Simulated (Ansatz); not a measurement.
MoS2 (2H monolayer), computed twice by G0W0.

The cell holds 3 atoms: 1 Mo and 2 S. Its edges and angles: a = 3.154 Å, b = 3.154 Å, c = 29.500 Å, α = 90.0°, β = 90.0°, γ = 120.0°. Vacuum lies along c.

```xyz
3
Lattice="3.1540 0.0000 0.0000 -1.5770 2.7314 0.0000 0.0000 0.0000 29.5000" Properties=species:S:1:pos:R:3
Mo    0.0000    1.8210   14.7500
S     1.5770    0.9105   16.3175
S     1.5770    0.9105   13.1825
```

The structure was relaxed with PBE-D3(BJ). The runs that relaxed it are not among those shown. PAW set soft_2, made with PBE.

The first (Ansatz 0.2.0; start PBE, 9×9×1 mesh, 337 empty bands, screening to 70 eV; 1 × NVIDIA H100 80GB HBM3 (shared by 6 runs) with 3 threads of AMD EPYC 7R13 (Zen 3), shared host) gave, on its mesh: starting gap 1.78 eV, G0W0 gap 2.53 eV, mean of 1 + 4πα/V (set by the cell height) 2.98, 97 s.

**Question.** The second changes empty bands from 337 to 135 and screening cutoff (eV) from 70.0 to 38. What does it give?

It gave: starting gap 1.78 eV, G0W0 gap 2.55 eV, mean of 1 + 4πα/V (set by the cell height) 2.99, 23 s. The G0W0 gap moves by +0.02 eV, +0.00 eV from the start and +0.02 eV from the correction. Σc changes by +0.34 eV at the valence top and +0.36 eV at the conduction bottom, and Σx − Vxc between them by +0.00 eV.

Limits: not at the basis limit; coarse mesh for a sheet; no spin-orbit coupling.

[Paths, hosts, dates, memory and timing lines, banners, echoed tables and standing remarks are left out of the program output.]

[Logs are printed without paths, hosts, clocks, repeated set-up lines and the standing remarks that a program may print on its own settings, such as how far it seeks lower states.]

[Runs of the session that timed out or met a known fault of the program may be left out.]

[Cells called generated may have been cut or substituted from an entry of the Crystallography Open Database or the Materials Project.]

[Hosts, paths, dates, database ids (printed as entryN), source tags and the programs' standing remarks are cut or masked in the printed files.]
